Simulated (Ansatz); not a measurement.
Crystal: EuS.

```xyz
2
Lattice="0.0000 2.9785 2.9785 2.9785 0.0000 2.9785 2.9785 2.9785 0.0000" Properties=species:S:1:pos:R:3 pbc="T T T"
Eu    0.0000    0.0000    0.0000
S     2.9785    2.9785    2.9785
```

```yaml
Program: Ansatz 0.2.0
Task: relaxation of cell and atoms
Functional: HSEsol
Potentials_or_basis: Ansatz PAW
Cutoff: "420 eV (not typed: the program's choice for these potentials)"
k_mesh: 4 × 4 × 4
Occupations: fermi-dirac, width 0.05 eV
Spin: collinear spin, ferromagnetic start
Starting_moments: "[7.0, 0.0] μB"
```

At the start: volume 26.42 Å³/atom.

Task: Where does the relaxation end?

Result: It ends after 4 steps and the volume is 25.69 Å³/atom (-2.8 %); space group Fm-3m (No. 225, to 0.05 Å); moment 7.00 μB per cell.

The path:
```csv
step,energy change (eV),largest force (eV/Å),volume (Å³)
1,0.0000,0.0000,52.85
2,-0.0069,0.0000,50.70
3,-0.0080,0.0000,51.39
4,-0.0072,0.0000,51.39
```

Final structure:
```cif
data_structure
_symmetry_space_group_name_H-M 'P 1'
_symmetry_Int_Tables_number 1
_cell_length_a 4.1731
_cell_length_b 4.1731
_cell_length_c 4.1731
_cell_angle_alpha 60.000
_cell_angle_beta 60.000
_cell_angle_gamma 60.000
_cell_volume 51.39
loop_
_atom_site_label
_atom_site_type_symbol
_atom_site_fract_x
_atom_site_fract_y
_atom_site_fract_z
_atom_site_occupancy
Eu1 Eu 0.00000 0.00000 0.00000 1
S1 S 0.50000 0.50000 0.50000 1
```

Caveat: the k mesh is coarse (spacing up to 0.46 Å⁻¹), so the values aren't converged, least of all with exact exchange; the magnetic or orbital state may not be the lowest; the plane-wave basis is chosen anew once the cell has moved, so the energies of steps on either side of that aren't comparable; a cell with one magnetic atom can't hold antiferromagnetic order, which such compounds often take; the PAW data sets come from PBE, with cores solved anew for the run's functional, which leaves a small shift of forces and pressure.
